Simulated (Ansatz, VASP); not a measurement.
# One calculation of Li2S, two programs

```
Li S
1.0
     0.00000    2.83517    2.83517
     2.83517    0.00000    2.83517
     2.83517    2.83517    0.00000
Li S
2 1
Direct
  0.75000 0.75000 0.75000
  0.25000 0.25000 0.25000
  0.00000 0.00000 0.00000
```

Alike in both runs: task single point; functional PBE; dispersion D3(BJ); k mesh 6 × 6 × 6; occupations gaussian, width 0.1 eV; no spin polarisation.

|  | VASP | Ansatz |
| --- | --- | --- |
| version | VASP 6.6.1 | Ansatz 0.2.0 |
| potentials or method | VASP PAW PBE potentials, release 64 (Li_sv, S) | scalar-relativistic, plane waves, PAW |
| plane-wave cutoff (eV) | 520 | 420 |
| valence electrons in the cell | 12 | 12 |

```tsv
	VASP	Ansatz	Ansatz less VASP
gap on the k mesh at the Fermi level (eV)	3.38	3.38	+0.003
least direct gap on the mesh (eV)	4.35	4.34	-0.010
```

With one functional, cell and mesh, what is left measures potentials, basis and numerics.

 A k mesh can miss the band edges.
